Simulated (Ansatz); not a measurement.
**HfC under changes of volume**

One of the cells (12.568 Å³/atom); the others are scaled copies at fixed shape and fractional positions:

```xyz
2
Lattice="0.0000 2.3250 2.3250 2.3250 0.0000 2.3250 2.3250 2.3250 0.0000" Properties=species:S:1:pos:R:3 pbc="T T T"
Hf    2.3250    2.3250    2.3250
C     0.0000    0.0000    0.0000
```

```yaml
Program: Ansatz 0.2.0
Functional: PBE
Potentials_or_basis: all-electron LAPW, scalar-relativistic
Cutoff: 328 eV (chosen from the basis error)
Basis_error_allowed: 0.0005 eV/atom
k_mesh: 10 × 10 × 10
Occupations: fermi-dirac, width 0.05 eV
Spin: no spin polarisation
```

| volume (Å³/atom) | energy over the lowest point (meV/atom) | pressure (GPa) |
| --- | --- | --- |
| 11.814 | 37.95 | 16.7 |
| 12.065 | 16.59 | 10.7 |
| 12.317 | 4.22 | 5.2 |
| 12.568 | 0.00 | 0.3 |
| 12.819 | 3.16 | -4.2 |
| 13.071 | ? | ? |
| 13.322 | 28.86 | -11.9 |

Question: What does the run at 13.071 Å³/atom give?

Answer: Energy over the lowest point 12.99 meV/atom; pressure -8.2 GPa.

Worked out: A Birch-Murnaghan fit of order 3 (a polynomial in V^(-2/3)) to the other rows has its minimum at 12.58 Å³/atom with B0 = V·E''(V) = 234 GPa and B' = 4.0. It gives 13.01 meV/atom at 13.071 Å³/atom, against the run's 12.99, and -dE/dV = -8.3 GPa, against -8.2.

Energies are extrapolated to zero smearing.
